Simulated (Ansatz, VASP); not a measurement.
**Ru: VASP beside Ansatz**

Contents of INCAR:

```
PREC = Accurate
ENCUT = 520
EDIFF = 1E-7
ISMEAR = 0
SIGMA = 0.028000000000000004
LREAL = False
LASPH = True
NELM = 100
ALGO = Fast
ISIF = 2
LWAVE = False
LCHARG = False
GGA = PE
NBANDS = 21
```

Contents of KPOINTS:

```
regular mesh
0
Gamma
  11 11 6
```

Contents of POSCAR:

```
Ru
1.0
    2.7058000000      0.0000000000      0.0000000000
   -1.3529000000      2.3432915376      0.0000000000
    0.0000000000      0.0000000000      4.2819000000
Ru
2
Direct
    0.6666666667      0.3333333333      0.7500000000
    0.3333333333      0.6666666667      0.2500000000
```

The input input.yaml:

```yaml
crystal:
  lattice:
    - [2.7058, 0.0, 0.0]
    - [-1.3529, 2.3432915376, 0.0]
    - [0.0, 0.0, 4.2819]
  atoms:
    - { symbol: Ru, position: [0.6666666667, 0.3333333333, 0.75] }
    - { symbol: Ru, position: [0.3333333333, 0.6666666667, 0.25] }
hamiltonian:
  xc: pbe
  pseudopotentials: { kind: paw }
kpoints:
  mp_grid: { grid: [11, 11, 6] }
scf:
  occupations: { method: gaussian, width: 0.028 }
output:
  forces: true
  stress: true
  eigenvalues: true
```

Alike in both runs: task single point; functional PBE; k mesh 11 × 11 × 6; occupations gaussian, width 0.028 eV; no spin polarisation.

|  | VASP | Ansatz |
| --- | --- | --- |
| version | VASP 6.6.1 | Ansatz 0.2.0 |
| potentials or method | VASP PAW PBE potentials, release 64 (Ru_pv) | Ansatz PAW |
| plane-wave cutoff (eV) | 520 | 420 |
| valence electrons in the cell | 28 | 32 |

Ansatz gave:

* gap on the k mesh at the Fermi level (eV): none
* pressure (GPa): 4.5
* largest component of the traceless stress (GPa): 0.14

Problem. Which values does VASP return?

Solution. gap on the k mesh at the Fermi level (eV): none; pressure (GPa): 4.4; largest component of the traceless stress (GPa): 0.11.

A gap of «none» marks a metal or a gap that the smearing closes. The two sets of potentials don't hold the same shells in valence.
